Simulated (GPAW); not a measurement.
Set up this calculation in GPAW 26.7.0, as an ASE script.

- Task: dielectric tensor
- Functional: LDA
- Potentials or basis: the program's PAW data sets (release 1.2.1) made for this functional
- Cutoff: 500 eV
- Basis: pw
- k mesh: 6 × 6 × 3
- Occupations: fermi-dirac, width 0.001 eV
- Spin: no spin polarisation
- Response ecut: 80 eV
- Maxiter: 150
- Response k mesh: 11 × 11 × 6
- Response bands: 58
- Kernels: ["RPA"]
- Coarser k mesh: 11 × 11 × 6

CdSe (Cadmoselite):

```
CELL_PARAMETERS angstrom
4.35659 0.00000 0.00000
-2.17829 3.77291 0.00000
0.00000 0.00000 7.11238
ATOMIC_POSITIONS crystal
Cd 0.66667 0.33333 0.50000
Cd 0.33333 0.66667 0.00000
Se 0.66667 0.33333 0.88500
Se 0.33333 0.66667 0.38500
```

One way to write it, as run:

run.py

```python
import numpy as np
from ase import Atoms
from ase.dft.bandgap import bandgap
from ase.io import write
from gpaw import GPAW, PW
from gpaw.response.df import DielectricFunction

atoms = Atoms(['Cd', 'Cd', 'Se', 'Se'],
              cell=[[4.3565854364, 0.0, 0.0],
                    [-2.1782927182, 3.7729136617, 0.0],
                    [0.0, 0.0, 7.1123790148]],
              scaled_positions=[[0.6666666667, 0.3333333333, 0.5],
                                [0.3333333333, 0.6666666667, 0.0],
                                [0.6666666667, 0.3333333333, 0.885],
                                [0.3333333333, 0.6666666667, 0.385]],
              pbc=True)

calc = GPAW(mode=PW(500),
            xc='LDA',
            kpts={'size': (6, 6, 3), 'gamma': True},
            occupations={'name': 'fermi-dirac', 'width': 0.001},
            nbands=31,
            convergence={'density': 1e-06},
            maxiter=150,
            txt='gpaw.txt')
atoms.calc = calc
energy = atoms.get_potential_energy()
calc.write('gs.gpw')
write('result.traj', atoms)
print(f'Energy: {energy:.6f} eV')
print('Fermi level:', round(calc.get_fermi_level(), 4), 'eV')
print(f'Gap: {bandgap(calc)[0]:.4f} eV, direct: {bandgap(calc, direct=True)[0]:.4f} eV')

for size in [(11, 11, 6)]:
    name = 'x'.join(str(n) for n in size)
    dense = calc.fixed_density(kpts={'size': size, 'gamma': True},
                               nbands=64, convergence={'bands': 58, 'eigenstates': 1e-7},
                               update_fermi_level=True, txt=f'dense-{name}.txt')
    dense.write(f'{name}.gpw', mode='all')
    df = DielectricFunction(f'{name}.gpw', frequencies=np.array([0.0]), hilbert=False, eta=0.001,
                            ecut=80, nbands=58, intraband=False, txt=f'df-{name}.txt')
    for xc in ['RPA']:
        for direction in ['x', 'y', 'z', [0, 1, 1], [1, 0, 1], [1, 1, 0]]:
            e0, e = df.get_macroscopic_dielectric_constant(xc=xc, direction=direction)
            print(f'{name} {xc} {direction}: {e0:.4f} without, {e:.4f} with local fields')
```

Potentials or basis: the program's PAW data sets (release 1.2.1) made for this functional, pw.

Launch:

```sh
$ OMP_NUM_THREADS=1 python run.py
```

It gave:

```json
{
  "Band gap on the k mesh": "0.35 eV, direct",
  "Electronic dielectric tensor (diagonal)": "14.40, 14.40, 14.70"
}
```

Caveat: the gap is small at this level, which inflates the dielectric constant; the long-wavelength limit can be off by several per cent where d states take part; an odd mesh through Γ misses points on the zone boundary, where band edges often lie.

It took 5.5 min on 1 thread of Intel(R) Xeon(R) CPU @ 2.60GHz (Ice Lake) (shared host), peak memory 0.7 GiB.
